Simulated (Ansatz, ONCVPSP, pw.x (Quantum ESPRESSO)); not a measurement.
**From atom to crystal: ONCV potential for hydrogen**

ONCVPSP 4.0.1.1 (patched build) input, shortened (lines: element, Z, core and valence counts, functional; n l f; lmax; l rc ep ncon nbas qcut; lloc lpopt rc5 dvloc0; l nproj debl; icmod fcfact rcfact), PBE, scalar-relativistic:

```
  H 1.00    0    1        4      upf
    1    0    1.00
    1
    0    1.25    0.00    4    6    6.00
    1    1.35    0.29    4    8    6.40
    4    4    0.95    4.00
    0    1    3.90
    1    3    0.80
    0    0.00    0.00
```

Crystal test: fcc H in pw.x 7.5, no spin, 18³ k-points, Fermi–Dirac smearing 0.01 Ry, cutoffs 75/300 Ry. The reference is all-electron LAPW (Ansatz 0.2.0) with the same functional, mesh and smearing; V0 and B0 come from Birch–Murnaghan fits to the pressures at five volumes. Errors are pseudo minus all-electron; Δ is the rms difference of the E(V) curves that follow from these fits, minima aligned, over ±6 % about the mean V0. Mesh and smearing are coarse, so the numbers serve the comparison and aren't converged zero-temperature values; the lattice is a test structure that the element need not adopt.

All-electron: a0 = 2.282 Å (V0 = 2.97 Å³/atom), B0 = 107.9 GPa.

**Question.** How far does the potential miss the all-electron equation of state?

**Answer.** mean pressure error (GPa): +0.93; a0 (Å): 2.288; a0 error (%): +0.28; B0 error (%): -0.0; Δ (meV/atom): 0.6.

```tsv
V (Å³/atom)	P all-electron (GPa)	P pseudo (GPa)
2.826	5.78	6.87
2.901	2.63	3.63
2.975	-0.20	0.72
3.049	-2.74	-1.89
3.124	-5.03	-4.25
```

**Question.** At the middle volume, how do free energy and pressure move when the wave cutoff is lowered (ecutrho kept at four times it)?

**Answer.**

| cutoff (Ry) | shift of F (meV/atom) | shift of P (GPa) |
| --- | --- | --- |
| 34 | +8.6 | -1.64 |
| 45 | +1.8 | +0.11 |
| 60 | +1.3 | +0.15 |

The run at the middle volume (195 k-points, 3 iterations) took about 3.7 s on one core of a shared host (Intel(R) Xeon(R) Platinum 8259CL CPU @ 2.50GHz, 96 threads, 755 GiB, load 40).
